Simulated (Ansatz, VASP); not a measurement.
## Two plane-wave programs on HfO2

```xyz
3
Lattice="0.0000 2.5488 2.5488 2.5488 0.0000 2.5488 2.5488 2.5488 0.0000" Properties=species:S:1:pos:R:3 pbc="T T T"
Hf    0.0000    0.0000    0.0000
O     1.2744    1.2744    1.2744
O     3.8232    3.8232    3.8232
```

Alike in both runs: task single point; functional PBEsol; k mesh 8 × 8 × 8; occupations gaussian, width 0.02 eV; no spin polarisation.

```csv
,VASP,Ansatz
version,VASP 6.6.1,Ansatz 0.2.0
potentials or method,"VASP PAW PBE potentials, release 64 (Hf_pv, O)","scalar-relativistic, plane waves, PAW"
plane-wave cutoff (eV),520,420
valence electrons in the cell,22,38
```

|  | VASP | Ansatz | Ansatz less VASP |
| --- | --- | --- | --- |
| gap on the k mesh at the Fermi level (eV) | 3.63 | 3.61 | -0.015 |
| least direct gap on the mesh (eV) | 3.63 | 3.61 | -0.015 |
| pressure (GPa) | -11.3 | -7.9 | +3.45 |

The two sets of potentials don't hold the same shells in valence.

Caveats: the PAW data sets were made with another functional, which shifts forces and pressure a little (VASP); spin-orbit coupling is left out, which moves the levels of the heavy elements. A k mesh can miss the band edges.
